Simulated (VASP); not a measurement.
# PbSe in VASP 6.6.1, single-point calculation

INCAR

```
ISMEAR = -1
NELM = 120
IBRION = -1
GGA = PE
LREAL = .FALSE.
ISIF = 2
ENCUT = 520
EDIFF = 1E-7
PREC = Accurate
NELMDL = -12
LCHARG = .FALSE.
NBANDS = 17
LWAVE = .FALSE.
IVDW = 20
NSW = 0
SIGMA = 0.02
LASPH = .TRUE.
```

KPOINTS

```
KPOINTS created by Atomic Simulation Environment
0
Gamma
6 6 6
0 0 0
```

POSCAR

```
Pb Se
 1.0000000000000000
     0.0000000000000000    3.4232041309999999    3.4232041309999999
     3.4909835727999998    0.0000000000000000    3.4232041309999999
     3.4909835727999998    3.4232041309999999    0.0000000000000000
 Pb  Se
   1   1
Cartesian
  0.0000000000000000  0.0000000000000000  0.0000000000000000
  1.7454917863999999  1.7116020654999999  1.7116020654999999
```

The recommended PBE PAW datasets give the neutral cell 20 valence electrons.

Command

```
mpirun -np 1 vasp_std
```

OSZICAR

```
N       E                     dE             d eps       ncg     rms          rms(c)
DAV:   1     0.161861834092E+03    0.16186E+03   -0.89681E+03  1020   0.109E+03
DAV:   2     0.557911656331E+01   -0.15628E+03   -0.15153E+03  1063   0.288E+02
DAV:   3    -0.794085885570E+01   -0.13520E+02   -0.13430E+02  1329   0.932E+01
DAV:   4    -0.829243422148E+01   -0.35158E+00   -0.35121E+00  1226   0.187E+01
DAV:   5    -0.830467994456E+01   -0.12246E-01   -0.12245E-01  1375   0.332E+00
DAV:   6    -0.830529888740E+01   -0.61894E-03   -0.61894E-03  1415   0.653E-01
DAV:   7    -0.830530438954E+01   -0.55021E-05   -0.55021E-05  1419   0.566E-02
DAV:   8    -0.830530450475E+01   -0.11521E-06   -0.11524E-06  1456   0.877E-03
DAV:   9    -0.830530450551E+01   -0.75511E-09   -0.79177E-09  1066   0.765E-04
DAV:  10    -0.830530450573E+01   -0.22487E-09   -0.14752E-09   733   0.371E-04
DAV:  11    -0.830530450574E+01   -0.12278E-10   -0.50908E-10   634   0.231E-04
DAV:  12    -0.830530450576E+01   -0.13415E-10   -0.23509E-10   575   0.159E-04    0.302E+00
DAV:  13    -0.783751527339E+01    0.46779E+00   -0.12782E+00  1527   0.659E+00    0.170E+00
DAV:  14    -0.783224423475E+01    0.52710E-02   -0.15524E-01  1066   0.168E+00    0.886E-01
DAV:  15    -0.783777897373E+01   -0.55347E-02   -0.17053E-02  1123   0.141E+00    0.132E-01
DAV:  16    -0.783816037871E+01   -0.38140E-03   -0.51019E-03  1222   0.542E-01    0.107E-01
DAV:  17    -0.783855662017E+01   -0.39624E-03   -0.62886E-04  1036   0.181E-01    0.371E-02
DAV:  18    -0.783866429887E+01   -0.10768E-03   -0.20857E-04  1200   0.107E-01    0.194E-02
DAV:  19    -0.783868203036E+01   -0.17731E-04   -0.41933E-05  1094   0.564E-02    0.522E-03
DAV:  20    -0.783868348084E+01   -0.14505E-05   -0.20388E-06  1238   0.135E-02    0.325E-03
DAV:  21    -0.783868395233E+01   -0.47149E-06   -0.12157E-06  1097   0.758E-03    0.303E-04
DAV:  22    -0.783868394578E+01    0.65511E-08   -0.67342E-08  1050   0.155E-03
   1 F= -.81979402E+01 E0= -.81979402E+01  d E =-.217160E-09
```

From OUTCAR

```
k-points           NKPTS =     30   k-points in BZ     NKDIM =     30   number of bands    NBANDS=     17

   NELECT =      20.0000    total number of electrons

   dimension x,y,z NGX =    36 NGY =   36 NGZ =   36
   dimension x,y,z NGXF=    72 NGYF=   72 NGZF=   72

  energy-cutoff  :      520.00
  volume of cell :       81.82
      direct lattice vectors                 reciprocal lattice vectors
     0.000000000  3.423204131  3.423204131    -0.143226111  0.146061988  0.146061988
     3.490983573  0.000000000  3.423204131     0.143226111 -0.146061988  0.146061988
     3.490983573  3.423204131  0.000000000     0.143226111  0.146061988 -0.146061988

 k-points in reciprocal lattice and weights: KPOINTS created by Atomic Simulation Env
   0.00000000  0.00000000  0.00000000       0.005
   0.16666667  0.00000000  0.00000000       0.037
   0.33333333 -0.00000000 -0.00000000       0.037
   0.50000000 -0.00000000 -0.00000000       0.019
   0.16666667  0.16666667  0.00000000       0.019
   0.33333333  0.16666667 -0.00000000       0.074
   0.50000000  0.16666667 -0.00000000       0.074
  -0.33333333  0.16666667  0.00000000       0.074
   ...

 E-fermi :   2.4706

 k-point     1 :       0.0000    0.0000    0.0000
  band No.  band energies     occupation
      1     -14.6173      2.00000
      2     -14.6123      2.00000
      3     -14.6123      2.00000
      4     -14.5888      2.00000
      5     -14.5843      2.00000
      6     -10.4959      2.00000
      7      -4.2546      2.00000
      8       0.5601      2.00000
      9       0.6324      2.00000
     10       0.6324      2.00000
     11       4.2812      0.00000
     12       4.2812      0.00000
     13       4.3374      0.00000
     14       6.8860      0.00000
     15      10.2613      0.00000
     16      10.5121      0.00000
     17      11.0256      0.00000

 k-point     2 :       0.1667    0.0000    0.0000
  band No.  band energies     occupation
      1     -14.6204      2.00000
      2     -14.6128      2.00000
      3     -14.6103      2.00000
      4     -14.5887      2.00000
      5     -14.5840      2.00000
      6     -10.3737      2.00000
      7      -4.6177      2.00000
      8       0.4261      2.00000
      9       0.4861      2.00000
     10       0.5908      2.00000
     11       4.2431      0.00000
     12       4.5355      0.00000
     13       4.5718      0.00000
     14       7.9348      0.00000
     15       9.6167      0.00000
     16       9.7680      0.00000
     17      10.6150      0.00000

 k-point     3 :       0.3333   -0.0000   -0.0000
  band No.  band energies     occupation
      1     -14.6313      2.00000
      2     -14.6097      2.00000
      3     -14.6070      2.00000
      4     -14.5876      2.00000
      5     -14.5827      2.00000
      6     -10.0946      2.00000
      7      -5.3137      2.00000
      8       0.1676      2.00000
      9       0.2390      2.00000
     10       0.3605      2.00000
     11       4.8961      0.00000
     12       4.9294      0.00000
     13       5.0456      0.00000
     14       8.6617      0.00000
     15       9.7669      0.00000
     16       9.7992      0.00000
     17      10.9179      0.00000

 ...

  Total      -0.62294    -0.58675    -0.58675     0.00000     0.00000     0.00000
  in kB     -12.19860   -11.48997   -11.48997     0.00000     0.00000     0.00000
  external pressure =      -11.73 kB  Pullay stress =        0.00 kB

 POSITION                                       TOTAL-FORCE (eV/Angst)
 -----------------------------------------------------------------------------------
      0.00000      0.00000      0.00000         0.000000      0.000000      0.000000
      1.74549      1.71160      1.71160        -0.000000     -0.000000     -0.000000
 -----------------------------------------------------------------------------------
    total drift:                                0.000000      0.000000      0.000000

  FREE ENERGIE OF THE ION-ELECTRON SYSTEM (eV)
  ---------------------------------------------------
  free  energy   TOTEN  =        -8.1979402106 eV

  energy  without entropy=       -8.1979402104  energy(sigma->0) =       -8.19794021
```

It converged. Results: gap between bands v and c on the k mesh 0.74 eV; least direct gap on the k mesh 1.16 eV; pressure -1.2 GPa. Band v is the last that the valence electrons fill when counted band by band, and c is the next.

For comparison, a separate PBE run of the intended cell, on usual settings and not on those above, gives a gap of 0.74 eV on its mesh and a pressure of 0.1 GPa.

The run above took about 70 s on one core of a shared host (Intel Xeon Platinum 8488C) and held 0.22 GiB at most.
